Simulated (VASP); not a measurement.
# TiN (Fm-3m) in VASP: further runs

One crystal, TiN, is run at these levels: PBE; tasks: relaxation of cell and atoms.

Everything below comes from runs of VASP 6.6.1. Logs are shortened: lines on timing, memory, paths and dates and some standing lists are left out, and cuts for length are marked.

## Step 1: The structure

Symmetry: Fm-3m, No. 225, cubic system. The conventional cell has a = 4.238 Å, b = 4.238 Å, c = 4.238 Å, α = 90.00°, β = 90.00°, γ = 90.00°. Around Ti (site symmetry m-3m) lie 6 N at 2.12 Å. N (site symmetry m-3m) is surrounded by 6 Ti at 2.12 Å.

## Step 2: Relaxation of cell and atoms, PBE

Input file INCAR:

```
SYSTEM = TiN
  PREC = Accurate
  ENCUT = 700
  EDIFF = 1E-7
  ISMEAR = 0
  SIGMA = 0.02
  LREAL = .FALSE.
  LASPH = .TRUE.
  NELM = 60
  ALGO = Normal
  ISIF = 3
  LWAVE = .FALSE.
  LCHARG = .FALSE.
  GGA = PE
  IBRION = 2
  NSW = 80
  EDIFFG = -0.002
```

Input file KPOINTS:

```
Automatic mesh
0
G
  12 12 12
  0 0 0
```

Input file POSCAR:

```
TiN
1.0
    0.0000000000      2.1190000000      2.1190000000
    2.1190000000      0.0000000000      2.1190000000
    2.1190000000      2.1190000000      0.0000000000
Ti N
1 1
Direct
    0.0000000000      0.0000000000      0.0000000000
    0.5000000000      0.5000000000      0.5000000000
```

Potentials or basis: VASP PAW PBE potentials, release 64 (Ti_sv, N).

The run is started by

```console
cat potpaw_PBE.64/Ti_sv/POTCAR potpaw_PBE.64/N/POTCAR > POTCAR
mpirun -np 1 vasp_std > vasp.out
```

OUTCAR:

```text
SYSTEM = TiN
   PREC = Accurate
   ENCUT = 700
   EDIFF = 1E-7
   ISMEAR = 0
   LREAL = .FALSE.
   LASPH = .TRUE.
   NELM = 60
   ISIF = 3
   GGA = PE
   IBRION = 2
   NSW = 80
   EDIFFG = -0.002

 ion  position               nearest neighbor table
   1  0.000  0.000  0.000-   2 2.12   2 2.12   2 2.12   2 2.12   2 2.12   2 2.12
   2  0.500  0.500  0.500-   1 2.12   1 2.12   1 2.12   1 2.12   1 2.12   1 2.12

  LATTYP: Found a face centered cubic cell.
 ALAT       =     4.2380000000

  Lattice vectors:

 A1 = (   0.0000000000,   2.1190000000,   2.1190000000)
 A2 = (   2.1190000000,   0.0000000000,   2.1190000000)
 A3 = (   2.1190000000,   2.1190000000,   0.0000000000)

Analysis of symmetry for initial positions (statically):
=====================================================================
 Subroutine PRICEL returns:
 Original cell was already a primitive cell.

 Routine SETGRP: Setting up the symmetry group for a
 face centered cubic supercell.

 Subroutine GETGRP returns: Found 48 space group operations
 (whereof 48 operations were pure point group operations)
 out of a pool of 48 trial point group operations.

The static configuration has the point symmetry O_h .

Analysis of symmetry for dynamics (positions and initial velocities):
=====================================================================
 Subroutine PRICEL returns:
 Original cell was already a primitive cell.

 Routine SETGRP: Setting up the symmetry group for a
 face centered cubic supercell.

 Subroutine GETGRP returns: Found 48 space group operations
 (whereof 48 operations were pure point group operations)
 out of a pool of 48 trial point group operations.

The dynamic configuration has the point symmetry O_h .

 Subroutine INISYM returns: Found 48 space group operations
 (whereof 48 operations are pure point group operations),
 and found     1 'primitive' translations

----------------------------------------------------------------------------------------

                                     Primitive cell

  volume of cell :      19.0293

  direct lattice vectors                    reciprocal lattice vectors
     0.000000000  2.119000000  2.119000000    -0.235960359  0.235960359  0.235960359
     2.119000000  0.000000000  2.119000000     0.235960359 -0.235960359  0.235960359
     2.119000000  2.119000000  0.000000000     0.235960359  0.235960359 -0.235960359

  length of vectors
     2.996718539  2.996718539  2.996718539     0.408695330  0.408695330  0.408695330

  position of ions in fractional coordinates (direct lattice)
     0.000000000  0.000000000  0.000000000
     0.500000000  0.500000000  0.500000000

  ion indices of the primitive-cell ions
   primitive index   ion index
                 1           1
                 2           2

----------------------------------------------------------------------------------------

 KPOINTS: Automatic mesh

Automatic generation of k-mesh.
 Grid dimensions read from file:
 generate k-points for:   12   12   12

 Generating k-lattice:

  Cartesian coordinates                     Fractional coordinates (reciprocal lattice)
    -0.019663363  0.019663363  0.019663363     0.083333333  0.000000000  0.000000000
     0.019663363 -0.019663363  0.019663363     0.000000000  0.083333333  0.000000000
     0.019663363  0.019663363 -0.019663363     0.000000000  0.000000000  0.083333333

  Length of vectors
     0.034057944  0.034057944  0.034057944

  Shift w.r.t. Gamma in fractional coordinates (k-lattice)
     0.000000000  0.000000000  0.000000000

 Subroutine IBZKPT returns following result:
 ===========================================

 Found     72 irreducible k-points:

 Following reciprocal coordinates:
            Coordinates               Weight
  0.000000  0.000000  0.000000      1.000000
  0.083333  0.000000  0.000000      8.000000
  0.166667  0.000000  0.000000      8.000000
  0.250000  0.000000  0.000000      8.000000
  0.333333  0.000000  0.000000      8.000000
  0.416667  0.000000  0.000000      8.000000
[... 16 lines left out ...]
  0.500000  0.166667  0.000000     24.000000
 -0.416667  0.166667  0.000000     24.000000
 [... further k-points ...]
   k-points           NKPTS =     72   k-points in BZ     NKDIM =     72   number of bands    NBANDS=     12
   number of dos      NEDOS =    301   number of ions     NIONS =      2
   total plane-waves  NPLWV =  21952
   dimension x,y,z NGX =    28 NGY =   28 NGZ =   28
   dimension x,y,z NGXF=    56 NGYF=   56 NGZF=   56
   ions per type =               1   1
   NGX,Y,Z   is equivalent  to a cutoff of  15.53, 15.53, 15.53 a.u.
   NGXF,Y,Z  is equivalent  to a cutoff of  31.07, 31.07, 31.07 a.u.
 SYSTEM =  TiN
   PREC   = accura    normal or accurate (medium, high low for compatibility)
   ISTART =      0    job   : 0-new  1-cont  2-samecut
   ICHARG =      2    charge: 1-file 2-atom 10-const
   ISPIN  =      1    spin polarized calculation?
   LNONCOLLINEAR =      F non collinear calculations
   LSORBIT =      F    spin-orbit coupling
   LASPH  =      T    aspherical Exc in radial PAW
   ENCUT  =  700.0 eV  51.45 Ry    7.17 a.u.   6.46  6.46  6.46*2*pi/ulx,y,z
   NELM   =     60;   NELMIN=  2; NELMDL= -5     # of ELM steps
   EDIFF  = 0.1E-06   stopping-criterion for ELM
   LREAL  =      F    real-space projection
   EDIFFG = -.2E-02   stopping-criterion for IOM
   NSW    =     80    number of steps for IOM
   IBRION =      2    ionic relax: 0-MD 1-quasi-New 2-CG
   NFREE  =      1    steps in history (QN), initial steepest desc. (CG)
   ISIF   =      3    stress and relaxation
   ISYM   =      2    0-nonsym 1-usesym 2-fastsym
   POTIM  = 0.5000    time-step for ionic-motion
   TEBEG  =    0.0;   TEEND  =   0.0 temperature during run
   PSTRESS=    0.0 pullay stress
   NELECT =      17.0000    total number of electrons
   NUPDOWN=      -1.0000    fix difference up-down
   EMIN   =  10.00;   EMAX   =-10.00  energy-range for DOS
   EFERMI =   0.00;   METHOD = LEGACY
   ISMEAR =     0;   SIGMA  =   0.02  broadening in eV -4-tet -1-fermi 0-gaus
   EFERMI_NEDOS =   21; number of points for ismear=-14 and -15
   IALGO  =     38    algorithm
   IMIX   =      4    mixing-type and parameters
     AMIX     =   0.40;   BMIX     =  1.00
     AMIX_MAG =   1.60;   BMIX_MAG =  1.00
  volume/ion in A,a.u.               =       9.51        64.21
  Fermi-wavevector in a.u.,A,eV,Ry     =   1.576704  2.979539 33.824024  2.485996
  Thomas-Fermi vector in A             =   2.677497
   LORBIT       =      0    0 simple, 1 ext, 2 COOP (PROOUT), +10 PAW based schemes
   GGA     = PE    functional components
   LHFCALC =     F    Hartree Fock is set to
   AEXX    =    0.0000 exact exchange contribution
   IVDW    =     0    specifies the selected vdW correction
   LEPSILON=     F    determine dielectric tensor
   LRPA    =     F    only Hartree local field effects (RPA)
 conjugate gradient relaxation of ions
 non-spin polarized calculation
 Gauss-broadening in eV      SIGMA  =   0.02
  energy-cutoff  :      700.00
  volume of cell :       19.03
 maximum number of plane-waves:       821
 NGX is ok and might be reduce to    28
   NGX = 13   NGY = 13   NGZ = 13

--------------------------------------- Ionic step        1  -------------------------------------------

 number of electron      16.9999999 magnetization

 Free energy of the ion-electron system (eV)
  ---------------------------------------------------
  ext. energy  EPLUGINS =         0.00000000
  ---------------------------------------------------
  free energy    TOTEN  =       -19.64213612 eV

  energy without entropy =      -19.64172728  energy(sigma->0) =      -19.64193170

------------------------ aborting loop because EDIFF is reached ----------------------------------------

  FORCE on cell =-STRESS in cart. coord.  units (eV):
  Direction    XX          YY          ZZ          XY          YZ          ZX
  --------------------------------------------------------------------------------------
  -------------------------------------------------------------------------------------
  Total        0.2440741      0.2440741      0.2440741     -0.0000000      0.0000000      0.0000000
  in kB       20.5498850     20.5498850     20.5498850     -0.0000000      0.0000000      0.0000000
  external PRESSURE =      20.5498850 kB  Pullay stress =       0.0000000 kB

 VOLUME and BASIS-vectors are now :
 -----------------------------------------------------------------------------
  energy-cutoff  :      700.00
  volume of cell :       19.03
      direct lattice vectors                 reciprocal lattice vectors
     0.000000000  2.119000000  2.119000000    -0.235960359  0.235960359  0.235960359
     2.119000000  0.000000000  2.119000000     0.235960359 -0.235960359  0.235960359
     2.119000000  2.119000000  0.000000000     0.235960359  0.235960359 -0.235960359
[... 37 lines left out ...]
 POSITION                                       TOTAL-FORCE (eV/Angst)
 -----------------------------------------------------------------------------------
      2.13148      4.26295      2.13148         0.000000     -0.000000     -0.000000
      2.13148      2.13148      2.13148         0.000000      0.000000      0.000000
 -----------------------------------------------------------------------------------
    total drift:                                0.000000      0.000000      0.000000

  FREE ENERGIE OF THE ION-ELECTRON SYSTEM (eV)
  ---------------------------------------------------
  free  energy   TOTEN  =       -19.6413430104 eV

  energy  without entropy=      -19.6409308688  energy(sigma->0) =      -19.64113694

--------------------------------------- Ionic step        3  -------------------------------------------

 number of electron      16.9999999 magnetization

 Free energy of the ion-electron system (eV)
  ---------------------------------------------------
  ext. energy  EPLUGINS =         0.00000000
  ---------------------------------------------------
  free energy    TOTEN  =       -19.64305538 eV

  energy without entropy =      -19.64264517  energy(sigma->0) =      -19.64285028

 E-fermi :  11.3290     XC(G=0): -12.9942

 val. band max:       11.3239968537   @ k =   0.5000   0.2500   0.0833
 cond. band min:      11.3340453682   @ k =   0.1667   0.0000   0.0000
 fundamental gap:      0.0100485145
 Fermi energy:        11.3289892216

 k-point     1 :       0.0000    0.0000    0.0000
  band No.  band energies     occupation
      1     -46.5005      2.00000
      2     -22.4835      2.00000
      3     -22.4835      2.00000
      4     -22.4835      2.00000
      5      -5.6892      2.00000
      6       9.3467      2.00000
      7       9.3467      2.00000
      8       9.3467      2.00000
      9      10.7697      2.00000
     10      10.7697      2.00000
     11      10.7697      2.00000
     12      11.9514      0.00000

 k-point     2 :       0.0833    0.0000    0.0000
  band No.  band energies     occupation
      1     -46.4942      2.00000
      2     -22.5279      2.00000
      3     -22.4872      2.00000
      4     -22.4872      2.00000
      5      -5.5555      2.00000
      6       8.6223      2.00000
      7       8.8117      2.00000
      8       8.8117      2.00000
      9      10.9548      2.00000
     10      10.9548      2.00000
     11      11.1186      2.00000
     12      12.5249      0.00000
[... 316 lines left out ...]
 k-point    24 :      -0.4167    0.1667    0.0000
  band No.  band energies     occupation
      1     -46.3968      2.00000
      2     -23.0462      2.00000
      3     -22.6481      2.00000
      4     -22.5605      2.00000
      5      -3.4476      2.00000
      6       3.9220      2.00000
      7       5.9705      2.00000
      8       6.1309      2.00000
      9      12.6273      0.00000
     10      12.9463      0.00000
     11      13.4603      0.00000
     12      15.8038      0.00000

 [... further k-points ...]

------------------------ aborting loop because EDIFF is reached ----------------------------------------

  FORCE on cell =-STRESS in cart. coord.  units (eV):
  Direction    XX          YY          ZZ          XY          YZ          ZX
  --------------------------------------------------------------------------------------
  -------------------------------------------------------------------------------------
  Total        0.0017409      0.0017409      0.0017409      0.0000000     -0.0000000      0.0000000
  in kB        0.1454898      0.1454898      0.1454898      0.0000000     -0.0000000      0.0000000
  external PRESSURE =       0.1454898 kB  Pullay stress =       0.0000000 kB

 VOLUME and BASIS-vectors are now :
 -----------------------------------------------------------------------------
  energy-cutoff  :      700.00
  volume of cell :       19.17
      direct lattice vectors                 reciprocal lattice vectors
    -0.000000000  2.124261064  2.124261064    -0.235375966  0.235375966  0.235375966
     2.124261064  0.000000000  2.124261064     0.235375966 -0.235375966  0.235375966
     2.124261064  2.124261064  0.000000000     0.235375966  0.235375966 -0.235375966

 POSITION                                       TOTAL-FORCE (eV/Angst)
 -----------------------------------------------------------------------------------
      0.00000      0.00000      0.00000        -0.000000      0.000000     -0.000000
      2.12426      2.12426      2.12426         0.000000      0.000000      0.000000
 -----------------------------------------------------------------------------------
    total drift:                                0.000000      0.000000      0.000000

  FREE ENERGIE OF THE ION-ELECTRON SYSTEM (eV)
  ---------------------------------------------------
  free  energy   TOTEN  =       -19.6430553817 eV

  energy  without entropy=      -19.6426451707  energy(sigma->0) =      -19.64285028

 reached required accuracy - stopping structural energy minimisation
```

It took 56 s on 1 thread of Intel Xeon Platinum 8488C (Sapphire Rapids), shared host; peak memory 0.16 GiB.

What came out:

| Property | Result |
| --- | --- |
| Free energy | -19.6431 eV |
| Relaxed volume | 9.59 Å³/atom |
| Relaxed cell | a = 3.004 Å, b = 3.004 Å, c = 3.004 Å, α = 60.00°, β = 60.00°, γ = 60.00° |
| Space group after relaxing (to 0.05 Å) | Fm-3m (No. 225) |
| Energy gained by relaxing | 0.5 meV/atom |
| Ionic steps | 3 |
| Pressure after relaxing | 0.0 GPa |
| Band gap on the k mesh | none (metal or under the smearing width) |

The path:
```
step  energy change (eV)  largest force (eV/Å)  pressure (GPa)  volume (Å³)
   1              0.0000                0.0000            2.05        19.03
   2              0.0008                0.0000           -2.75        19.37
   3             -0.0009                0.0000            0.01        19.17
```

Final structure:
```cif
data_structure
_symmetry_space_group_name_H-M 'P 1'
_symmetry_Int_Tables_number 1
_cell_length_a 3.0042
_cell_length_b 3.0042
_cell_length_c 3.0042
_cell_angle_alpha 60.000
_cell_angle_beta 60.000
_cell_angle_gamma 60.000
_cell_volume 19.17
loop_
_atom_site_label
_atom_site_type_symbol
_atom_site_fract_x
_atom_site_fract_y
_atom_site_fract_z
_atom_site_occupancy
Ti1 Ti 0.00000 0.00000 0.00000 1
N1 N 0.50000 0.50000 0.50000 1
```

Levels at points of the mesh, in eV from the Fermi level:
| k point | band 6 | band 7 | band 8 | band 9 | band 10 | band 11 | band 12 |
| --- | --- | --- | --- | --- | --- | --- | --- |
| (0.00, 0.00, 0.00) | -1.98 | -1.98 | -1.98 | -0.56 | -0.56 | -0.56 | 0.62 |
| (0.50, 0.00, 0.00) | -7.99 | -5.40 | -5.40 | 1.72 | 1.72 | 2.38 | 5.74 |
| (0.50, 0.50, 0.00) | -5.77 | -3.17 | -3.17 | -2.99 | 1.67 | 2.41 | 2.41 |

PBE usually gives volumes a little too large and moduli too small. Zero-point motion and thermal expansion aren't in these numbers.

(Part 1 of 2 ends here.)
